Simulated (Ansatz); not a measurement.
**KBr**

```
K Br
1.0
     0.00000    3.29250    3.29250
     3.29250    0.00000    3.29250
     3.29250    3.29250    0.00000
K Br
1 1
Direct
  0.00000 0.00000 0.00000
  0.50000 0.50000 0.50000
```

Atoms are numbered in the order listed.

The cell is COD entry 1010046, as deposited and not checked against the literature; nothing was relaxed. It is an old determination, and later ones may differ.

Levels of theory: DFT, PBE, all-electron LAPW, scalar-relativistic (Ansatz 0.2.0); DFT, PBE, PAW with Ansatz's default frozen-core files, scalar-relativistic (Ansatz 0.2.0).

For LAPW: a Γ-centred 7×7×7 k mesh, Fermi–Dirac smearing of 0.01 eV, basis error target 0.25 meV/atom, no spin polarisation. PAW takes a cutoff of 420 eV at this cell. The Ansatz runs share mesh, smearing and spin set-up. Values come from LAPW unless marked.

```yaml
Pressure_at_this_cell: 0.83 GPa
Band_gap: 4.45 eV, direct at Γ
Volume_per_atom: 240.9 bohr³
```

Q: Predict this quantity. Bader charges (from the PAW run).

A: K1 +0.82, Br2 -0.82 e.

Q: Löwdin charges (with 0.05 e of the cell spilling out of the atomic basis, so their sizes and signs hang on that basis): what does the calculation give?

A: K1 0.74, Br2 -0.69 e.
